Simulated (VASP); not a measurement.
# Rh in VASP: notebook, part 2 of 2

VASP 6.6.1. The steps go on from the part before.

## 3. Work function, PBE+D3(BJ)

File INCAR:

```
SYSTEM = Rh
PREC = Accurate
ENCUT = 520
EDIFF = 1E-7
ISMEAR = 1
SIGMA = 0.1
LREAL = .False.
LASPH = .True.
NELM = 100
ALGO = Normal
ISIF = 2
LWAVE = .False.
LCHARG = .True.
LDIPOL = .True.
IDIPOL = 3
DIPOL = 0.5 0.5 0.500
GGA = PE
IVDW = 12
LELF = .True.
LVHAR = .True.
LVACPOTAV = .True.
```

File KPOINTS:

```
regular mesh
0
Gamma
  14 14 1
  0 0 0
```

File POSCAR:

```
Rh                                      
1.0
    2.7193470000      0.0000000000      0.0000000000
   -1.3596735000      2.3550235400      0.0000000000
    0.0000000000      0.0000000000     27.8262814600
  Rh            
     4
Direct
     0.6666669999999968    0.3333330000000032    0.3832083722917075
     0.3333340000000007    0.6666659999999993    0.4609760695084116
     0.0000000000000000    0.0000000000000000    0.5390239304915885
     0.6666669999999968    0.3333330000000032    0.6167916277082925
```

Potentials or basis: VASP PAW PBE potentials, release 64 (Rh_pv).

Command:

```sh
cat potpaw_PBE.64/Rh_pv/POTCAR > POTCAR
mpirun -np 1 vasp_std > vasp.out
```

OUTCAR:

```text
SYSTEM = Rh
   PREC = Accurate
   ENCUT = 520
   EDIFF = 1E-7
   ISMEAR = 1
   LREAL = .False.
   LASPH = .True.
   NELM = 100
   ISIF = 2
   GGA = PE
   IVDW = 12
 IVDW          = 12

 ion  position               nearest neighbor table
   1  0.667  0.333  0.383-   2 2.67   2 2.67   2 2.67
   2  0.333  0.667  0.461-   1 2.67   1 2.67   1 2.67   3 2.68   3 2.68   3 2.68
   3  0.000  0.000  0.539-   4 2.67   4 2.67   4 2.67   2 2.68   2 2.68   2 2.68
   4  0.667  0.333  0.617-   3 2.67   3 2.67   3 2.67
[... 1145 lines left out ...]
  Direction    XX          YY          ZZ          XY          YZ          ZX
  --------------------------------------------------------------------------------------
  -------------------------------------------------------------------------------------
  Total      -4.57659    -4.57659    -1.37297     0.00000     0.00000     0.00000
  in kB     -41.14697   -41.14697   -12.34404     0.00000     0.00000     0.00000
  external pressure =      -31.55 kB  Pullay stress =        0.00 kB

 VOLUME and BASIS-vectors are now :
 -----------------------------------------------------------------------------
  energy-cutoff  :      520.00
  volume of cell :      178.20
      direct lattice vectors                 reciprocal lattice vectors
     2.719347000  0.000000000  0.000000000     0.367735342  0.212312103  0.000000000
    -1.359673500  2.355023540  0.000000000     0.000000000  0.424624206  0.000000000
     0.000000000  0.000000000 27.826281460     0.000000000  0.000000000  0.035937249

 POSITION                                       TOTAL-FORCE (eV/Angst)
 -----------------------------------------------------------------------------------
      1.35967      0.78501     10.66326        -0.000000      0.000000      0.181187
      0.00000      1.57001     12.82725         0.000000      0.000000      0.071755
      0.00000      0.00000     14.99903        -0.000000      0.000000     -0.071755
      1.35967      0.78501     17.16302         0.000000     -0.000000     -0.181187
 -----------------------------------------------------------------------------------
    total drift:                               -0.005561      0.003211      0.000071

  FREE ENERGIE OF THE ION-ELECTRON SYSTEM (eV)
  ---------------------------------------------------
  free  energy   TOTEN  =       -29.3025832343 eV

  energy  without entropy=      -29.3006610031  energy(sigma->0) =      -29.30194249

 vacuum level on the upper side and lower side of the slab         5.260         5.260
```

stdout:

```text
POSCAR found type information on POSCAR Rh
 POSCAR found :  1 types and       4 ions
 scaLAPACK will be used
 LDA part: xc-table for (Slater+PW92), standard interpolation
 POSCAR, INCAR and KPOINTS ok, starting setup
 FFT: planning ... GRIDC
 FFT: planning ... GRID_SOFT
 FFT: planning ... GRID
 WAVECAR not read
 entering main loop
 -----------------------------------------------------------------------------
|                                                                             |
|           W    W    AA    RRRRR   N    N  II  N    N   GGGG   !!!           |
|           W    W   A  A   R    R  NN   N  II  NN   N  G    G  !!!           |
|           W    W  A    A  R    R  N N  N  II  N N  N  G       !!!           |
|           W WW W  AAAAAA  RRRRR   N  N N  II  N  N N  G  GGG   !            |
|           WW  WW  A    A  R   R   N   NN  II  N   NN  G    G                |
|           W    W  A    A  R    R  N    N  II  N    N   GGGG   !!!           |
|                                                                             |
|     Did not find any points to average over, which means that no vacuum     |
|     field-free region was found. Please increase the size of  your cell     |
|     in the dimension of the dipole correction to obtain accurate            |
|     workfunction values.                                                    |
|                                                                             |
 -----------------------------------------------------------------------------
```

Wall time 4.2 min (1 thread of Intel Xeon Platinum 8488C (Sapphire Rapids), shared host); peak memory 0.32 GiB.

What came out:

```
Free energy                     : -29.3026 eV
Largest force                   : 0.181 eV/Å
Band gap on the k mesh          : none (metal or under the smearing width)
Dispersion energy per atom      : -0.471 eV
Work function of the upper face : 5.15 eV
Work function of the lower face : 5.15 eV
```

Forces in eV/Å, atoms in the order of the input:
```
Rh   0.000  0.000  0.181
Rh   0.000  0.000  0.072
Rh   0.000  0.000 -0.072
Rh   0.000  0.000 -0.181
```

Levels at points of the mesh, in eV from the Fermi level:
```tsv
k point	band 26	band 27	band 28	band 29	band 30	band 31	band 32	band 33
(0.00, 0.00, 0.00)	-2.27	-1.81	-0.98	-0.98	-0.75	-0.75	0.00	0.00
(0.50, 0.00, 0.00)	-0.17	0.32	0.39	0.51	0.71	1.02	1.06	1.84
```

## 4. Work function, PBE

INCAR: that of step 3 with these lines changed.

```diff
@@ -17,3 +17,2 @@
 GGA = PE
-IVDW = 12
 LELF = .True.
```

File KPOINTS:

```
regular mesh
0
Gamma
  21 21 1
  0 0 0
```

POSCAR is that of step 3.

Potentials or basis: VASP PAW PBE potentials, release 64 (Rh_pv).

Command:

```sh
cat potpaw_PBE.64/Rh_pv/POTCAR > POTCAR
mpirun -np 1 vasp_std > vasp.out
```

OUTCAR:

```text
SYSTEM = Rh
   PREC = Accurate
   ENCUT = 520
   EDIFF = 1E-7
   ISMEAR = 1
   LREAL = .False.
   LASPH = .True.
   NELM = 100
   ISIF = 2
   GGA = PE

 ion  position               nearest neighbor table
   1  0.667  0.333  0.383-   2 2.67   2 2.67   2 2.67
   2  0.333  0.667  0.461-   1 2.67   1 2.67   1 2.67   3 2.68   3 2.68   3 2.68
   3  0.000  0.000  0.539-   4 2.67   4 2.67   4 2.67   2 2.68   2 2.68   2 2.68
   4  0.667  0.333  0.617-   3 2.67   3 2.67   3 2.67

  LATTYP: Found a hexagonal cell.
 ALAT       =     2.7193470000
 C/A-ratio  =    10.2327071389

  Lattice vectors:

 A1 = (   2.7193470000,   0.0000000000,   0.0000000000)
 A2 = (  -1.3596735000,   2.3550235400,   0.0000000000)
 A3 = (   0.0000000000,   0.0000000000,  27.8262814600)

Analysis of symmetry for initial positions (statically):
=====================================================================
 Subroutine PRICEL returns:
 Original cell was already a primitive cell.

 Routine SETGRP: Setting up the symmetry group for a
 hexagonal supercell.

 Subroutine GETGRP returns: Found 12 space group operations
 (whereof  6 operations were pure point group operations)
[... 178 lines left out ...]
 cond. band min:       0.1593806705   @ k =   0.1905   0.1905   0.0000
 fundamental gap:      0.0176019880
 Fermi energy:         0.1512639486

 k-point     1 :       0.0000    0.0000    0.0000
  band No.  band energies     occupation
      1     -46.9299      2.00000
      2     -46.5842      2.00000
      3     -46.3772      2.00000
      4     -46.3772      2.00000
      5     -46.3222      2.00000
      6     -46.3222      2.00000
[... 925 lines left out ...]
     35       1.4519     -0.00000
     36       3.5797      0.00000

 [... further k-points ...]

------------------------ aborting loop because EDIFF is reached ----------------------------------------

  FORCE on cell =-STRESS in cart. coord.  units (eV):
  Direction    XX          YY          ZZ          XY          YZ          ZX
  --------------------------------------------------------------------------------------
  -------------------------------------------------------------------------------------
  Total       -2.6799174     -2.6799173      0.1957444      0.0000000      0.0000000      0.0000000
  in kB      -24.0944455    -24.0944446      1.7598875      0.0000000      0.0000000      0.0000000
  external PRESSURE =     -15.4763342 kB  Pullay stress =       0.0000000 kB

 VOLUME and BASIS-vectors are now :
 -----------------------------------------------------------------------------
  energy-cutoff  :      520.00
  volume of cell :      178.20
      direct lattice vectors                 reciprocal lattice vectors
     2.719347000  0.000000000  0.000000000     0.367735342  0.212312103  0.000000000
    -1.359673500  2.355023540  0.000000000     0.000000000  0.424624206  0.000000000
     0.000000000  0.000000000 27.826281460     0.000000000  0.000000000  0.035937249

 POSITION                                       TOTAL-FORCE (eV/Angst)
 -----------------------------------------------------------------------------------
      1.35967      0.78501     10.66326         0.000000     -0.000000     -0.094487
      0.00000      1.57001     12.82725        -0.000000      0.000000      0.176834
      0.00000      0.00000     14.99903         0.000000     -0.000000     -0.176834
      1.35967      0.78501     17.16302        -0.000000      0.000000      0.094487
 -----------------------------------------------------------------------------------
    total drift:                               -0.005566      0.003213      0.000072

  FREE ENERGIE OF THE ION-ELECTRON SYSTEM (eV)
  ---------------------------------------------------
  free  energy   TOTEN  =       -27.3999714951 eV

  energy  without entropy=      -27.4005773419  energy(sigma->0) =      -27.40017344

 vacuum level on the upper side and lower side of the slab         5.264         5.264
```

Wall time 8 min (1 thread of Intel Xeon Platinum 8488C (Sapphire Rapids), shared host); peak memory 0.4 GiB.

Results:

```
Free energy                     : -27.4000 eV
Largest force                   : 0.177 eV/Å
Band gap on the k mesh          : none (metal or under the smearing width)
Work function of the upper face : 5.11 eV
Work function of the lower face : 5.11 eV
```

Forces on the atoms (eV/Å):
```
Rh   0.000  0.000 -0.094
Rh   0.000  0.000  0.177
Rh   0.000  0.000 -0.177
Rh   0.000  0.000  0.094
```

## 5. Overview

```tsv
level	k mesh	gap on the mesh (eV)	largest force (eV/Å)	work function (eV)
PBE	14 × 14 × 1	none	0.01	5.15
PBE+D3(BJ)	14 × 14 × 1	none	0.18	5.15
PBE	21 × 21 × 1	none	0.18	5.11
```

Alike in all rows: task work function; potentials or basis VASP PAW PBE potentials, release 64 (Rh_pv); no spin polarisation; cell as given; cutoff (eV) 520; smearing methfessel-paxton 0.1 eV.

Every run on the cell as given and a fine mesh finds a metal.

Absolute energies hang on the potentials; compare differences alone.
